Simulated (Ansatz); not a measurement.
This Ge structure is the end of a relaxation. The cell was found from a structure generator's guess, not taken from experiment.

Computed with DFT PBE, scalar-relativistic, plane waves, PAW (Ansatz). Cutoff 420 eV, Γ-centred mesh, Gaussian smearing, no spin polarisation.

```cif
data_structure
_symmetry_space_group_name_H-M 'P 1'
_symmetry_Int_Tables_number 1
_cell_length_a 2.8790
_cell_length_b 2.8790
_cell_length_c 2.6933
_cell_angle_alpha 90.000
_cell_angle_beta 90.000
_cell_angle_gamma 120.000
_cell_volume 19.33
loop_
_atom_site_label
_atom_site_type_symbol
_atom_site_fract_x
_atom_site_fract_y
_atom_site_fract_z
_atom_site_occupancy
Ge1 Ge 0.00000 0.00000 0.50000 1
```

Energies count from the standard state of Ge at the same level.

Question: Find its symmetry and describe it.

Answer: P6/mmm (No. 191), the simple hexagonal type. Conventional cell: a = 2.879 Å, c = 2.693 Å. Around Ge lie 2 Ge at 2.69 Å and 6 Ge at 2.88 Å.

Question: How far does it lie from the standard state of Ge?

Answer: +0.24 eV/atom. So it is a metastable form at best.

Question: Is it a metal?

Answer: Yes, bands cross the Fermi level on the 24×24×20 mesh.

The last run used a 24×24×20 mesh (in the run's order of axes) for its 1-atom cell and Gaussian smearing of 0.10 eV. Symmetry constrained the relaxation, so the result can be a saddle point.
